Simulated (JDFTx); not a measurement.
Runs of JDFTx 1.7.0 (patched build) on I. The structure is orthorhombic, space group Fmmm (No. 69). Conventional cell: a = 4.384 Å, b = 4.731 Å, c = 7.820 Å, α = 90.00°, β = 90.00°, γ = 90.00°. I (site symmetry mmm) has 4 I at 3.23 Å as nearest neighbours. 

```tsv
task	level	potentials or basis	cell	smearing	local potential set to -Z/r beyond	further solve for the empty bands	gap on the mesh (eV)	pressure (GPa)
single point	RPBE	PseudoDojo-SR-PBE-0.5-standard with smoothed tails	as given	fermi-dirac 0.05 eV	6 bohr	yes	none	1.7
single point	PBE	PseudoDojo-SR-PBE-0.5-standard with smoothed tails	as given	gaussian 0.011 eV	6 bohr	yes	none	0.3
single point	RPBE	PseudoDojo-SR-PBE-0.5-standard with smoothed tails	as given	gaussian 0.05 eV	6 bohr	yes	none	(b)
relaxation of cell and atoms	PBE+D3(BJ)	PseudoDojo-SR-PBE-0.5-standard	relaxed	fermi-dirac 0.05 eV	-	no	none	0.0
single point	revPBE	PseudoDojo-SR-PBE-0.5-standard with smoothed tails	as given	fermi-dirac 0.05 eV	6 bohr	yes	none	1.3
single point	LDA	PseudoDojo-SR-LDA-0.4.1-standard with smoothed tails	as given	fermi-dirac 0.05 eV	6 bohr	yes	none	-2.3
single point	BLYP	PseudoDojo-SR-PBE-0.5-standard with smoothed tails	as given	fermi-dirac 0.05 eV	6 bohr	yes	none	3.0
single point	PBE	PseudoDojo-SR-PBE-0.5-standard with smoothed tails	as given	fermi-dirac 0.05 eV	6 bohr	yes	none	(a)
```

Alike in all rows: no spin polarisation; k mesh 9 × 9 × 9; cutoff (eV) 952.

Q: Estimate the missing entries.

A: (a) 0.4; (b) 1.6.

Caveats: an odd number of electrons without spin polarisation forces a metal; a magnetic or distorted state may lie lower; the empty levels aren't tightly converged (some runs); the potentials were made for another functional, which shifts forces and pressure (some runs); pairwise dispersion overbinds metals, which lowers pressure and volume (some runs).

A k mesh can miss the band edges, and the runs leave out spin-orbit coupling on I.

A gap of «none» marks a metal or a gap under the smearing width.
